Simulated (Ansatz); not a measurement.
Runs of Ansatz 0.2.0 on ZrS. It takes space group Fm-3m (No. 225, cubic). Conventional cell: a = 5.250 Å, b = 5.250 Å, c = 5.250 Å, α = 90.00°, β = 90.00°, γ = 90.00°. Zr (site symmetry m-3m) is surrounded by 6 S at 2.62 Å. S (site symmetry m-3m) is surrounded by 6 Zr at 2.62 Å. 

```tsv
task	level	k mesh	cutoff (eV)	atoms under strain	points for each segment of the path	q mesh	gap on the mesh (eV)	pressure (GPa)
density of states	PBEsol	8 × 8 × 8	420	-	-	-	none	-6.5
elastic constants	PBEsol	8 × 8 × 8	420	relaxed	-	-	none	-6.5
band structure	LDA	9 × 9 × 9	420	-	14	-	none	(a)
band structure	r2SCAN	9 × 9 × 9	500	-	14	-	none	-2.0
phonons	PBEsol	8 × 8 × 8	420	-	8	2 × 2 × 2	none	-
```

Alike in all rows: potentials or basis Ansatz PAW; no spin polarisation; cell as given; smearing fermi-dirac 0.05 eV.

Question: Estimate the missing entries.

Answer: (a) -9.1.

Caveats: the PAW data sets come from PBE, with cores solved anew for the run's functional, which leaves a small shift of forces and pressure; the cell is more than 3 GPa from zero pressure, which shifts response properties (some runs); elastic constants of metals need much finer meshes, so these are rough (some runs); some modes are imaginary (some runs).

A k mesh can miss the band edges, and the runs leave out spin-orbit coupling on Zr.

A gap of «none» marks a metal or a gap under the smearing width.
